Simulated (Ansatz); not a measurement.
Input, command and steps of an Ansatz relaxation.

```yaml
crystal:
  lattice:
    - [0.0, 3.7235538284, 3.7235538284]
    - [3.7235538284, 0.0, 3.7235538284]
    - [3.7235538284, 3.7235538284, 0.0]
  atoms:
    - { symbol: Hf, position: [0.25, 0.25, 0.25] }
    - { symbol: Hf, position: [0.0, 0.0, 0.0] }
basis:
  ecutwfc: 420
kpoints:
  mp_grid: { grid: [10, 10, 10] }
hamiltonian:
  xc: pbe
scf:
  occupations: { method: gaussian, width: 0.1 }
output:
  forces: true
  stress: true
  eigenvalues: true
relax:
  adjacent_minimum: "off"
  f_tol: 0.01
  max_steps: 60
  cell: { stress_tol: 0.1 }
```

```bash
ansatz run input.yaml --threads 1 --pin off --max-ram 2560MiB --backend cpu --events-out ev --progress --plain --runs-dir out
```

Method: DFT PBE, scalar-relativistic, plane waves, PAW (Ansatz).

Of 6 frames 6 are shown, positions in Å and forces in eV/Å; the SCF threshold varies from step to step. Steps run on the plane waves of an earlier cell, with a Pulay correction in the pressure. The basis is chosen afresh for the last frame, the zero of the energies, and at times for earlier ones too; energy and pressure step there, also at an unchanged geometry.

```xyz
2
Lattice="0.0000 3.7236 3.7236 3.7236 0.0000 3.7236 3.7236 3.7236 0.0000" Properties=species:S:1:pos:R:3:forces:R:3 pbc="T T T" step=1 free_energy_over_end_meV_per_atom=477.77 pressure_GPa=-7.15
Hf    1.8618    1.8618    1.8618    0.0000    0.0000    0.0000
Hf    0.0000    0.0000    0.0000    0.0000    0.0000    0.0000
2
Lattice="0.0000 3.5420 3.5420 3.5420 0.0000 3.5420 3.5420 3.5420 0.0000" Properties=species:S:1:pos:R:3:forces:R:3 pbc="T T T" step=2 free_energy_over_end_meV_per_atom=185.70 pressure_GPa=-5.55
Hf    1.7710    1.7710    1.7710    0.0000    0.0000    0.0000
Hf    0.0000    0.0000    0.0000    0.0000    0.0000    0.0000
2
Lattice="0.0000 3.3605 3.3605 3.3605 0.0000 3.3605 3.3605 3.3605 0.0000" Properties=species:S:1:pos:R:3:forces:R:3 pbc="T T T" step=3 free_energy_over_end_meV_per_atom=21.02 pressure_GPa=-2.23
Hf    1.6803    1.6803    1.6803    0.0000    0.0000    0.0000
Hf    0.0000    0.0000    0.0000    0.0000    0.0000    0.0000
2
Lattice="0.0000 3.2573 3.2573 3.2573 0.0000 3.2573 3.2573 3.2573 0.0000" Properties=species:S:1:pos:R:3:forces:R:3 pbc="T T T" step=4 free_energy_over_end_meV_per_atom=-0.62 pressure_GPa=0.37
Hf    1.6287    1.6287    1.6287    0.0000    0.0000    0.0000
Hf    0.0000    0.0000    0.0000    0.0000    0.0000    0.0000
2
Lattice="0.0000 3.2712 3.2712 3.2712 0.0000 3.2712 3.2712 3.2712 0.0000" Properties=species:S:1:pos:R:3:forces:R:3 pbc="T T T" step=5 free_energy_over_end_meV_per_atom=-1.05 pressure_GPa=-0.01
Hf    1.6356    1.6356    1.6356    0.0000    0.0000    0.0000
Hf    0.0000    0.0000    0.0000    0.0000    0.0000    0.0000
2
Lattice="0.0000 3.2712 3.2712 3.2712 0.0000 3.2712 3.2712 3.2712 0.0000" Properties=species:S:1:pos:R:3:forces:R:3 pbc="T T T" step=6 free_energy_over_end_meV_per_atom=0.00 pressure_GPa=-0.03
Hf    1.6356    1.6356    1.6356    0.0000    0.0000    0.0000
Hf    0.0000    0.0000    0.0000    0.0000    0.0000    0.0000
```

The cell shrinks from 51.6 to 35.0 Å³ an atom. At the end the space group is Fd-3m (tolerance 0.05 Å).

It took 46 s on 1 thread of Arm Neoverse V1, with other jobs on the host, peak memory 0.43 GiB.

Spin–orbit coupling is left out, which can shift energies with elements as heavy as these.